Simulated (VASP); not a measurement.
Ca, 1 atom in the cell. The structure is cubic, space group Im-3m (No. 229). The conventional cell has a = 4.480 Å, b = 4.480 Å, c = 4.480 Å, α = 90.00°, β = 90.00°, γ = 90.00°. Ca (site symmetry m-3m) is surrounded by 8 Ca at 3.88 Å. This isn't the form of Ca at room conditions, which is fcc.

```yaml
Program: VASP 6.6.1
Task: relaxation of cell and atoms
Functional: vdW-DF-cx
Potentials_or_basis: VASP PAW PBE potentials, release 64 (Ca_sv)
Cutoff: 600 eV
k_mesh: 8 × 8 × 8
Occupations: fermi-dirac, width 0.05 eV
Spin: no spin polarisation
Further_INCAR_settings: ALGO = Normal; EDIFF = 1e-06; IBRION = 2; EDIFFG = -0.02; NSW = 40; ISIF = 3
```

Potentials or basis: VASP PAW PBE potentials, release 64 (Ca_sv).

Run with:

```sh
$ cat potpaw_PBE.64/Ca_sv/POTCAR > POTCAR
$ mpirun -np 1 vasp_std > vasp.out
```

Hardware: 1 thread of Intel(R) Xeon(R) 6975P-C (Granite Rapids), on a shared host.

**Question.** Estimate the wall time of this run.

**Answer.** Run time: 81 s on 1 thread of Intel(R) Xeon(R) 6975P-C (Granite Rapids), with other jobs on the host, peak memory 0.39 GiB. Counts: scf iterations 29, k points 29, ion steps 3.
